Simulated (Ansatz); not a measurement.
PbS:

```
Pb S
1.0
     2.07995   -5.99130    0.00000
     2.07995    5.99130    0.00000
     0.00000    0.00000    4.27932
Pb S
2 2
Direct
  0.13056 0.86944 0.25000
  0.86944 0.13056 0.75000
  0.35480 0.64520 0.25000
  0.64520 0.35480 0.75000
```

Measurements of this composition are mostly on another form, of space group No. 225.

Base run:

* Program: Ansatz 0.2.0
* Functional: RPBE
* Potentials or basis: Ansatz PAW
* Cutoff: 420 eV (not typed: the program's choice for these potentials)
* k mesh: 7 × 7 × 6
* Occupations: fermi-dirac, width 0.05 eV
* Spin: no spin polarisation

Its results: band gap on the k mesh 1.34 eV, indirect (least direct gap 1.52 eV); pressure 3.0 GPa; largest force 0.134 eV/Å.

Q: The run is repeated on the same cell with these changes: functional from RPBE to PBE. What comes out?

A: Band gap on the k mesh 1.25 eV, indirect (least direct gap 1.43 eV); pressure 1.1 GPa; largest force 0.102 eV/Å.

PBE binds more tightly than RPBE, so the same cell stands under less pressure.

Caveats: the k mesh misses the band edges, so the gap on the mesh is wider than the one along the path; spin-orbit coupling is left out, which as a rule narrows the gap of such compounds by several tenths of an eV; the PAW data sets come from PBE, with cores solved anew for the run's functional, which leaves a small shift of forces and pressure (some runs).
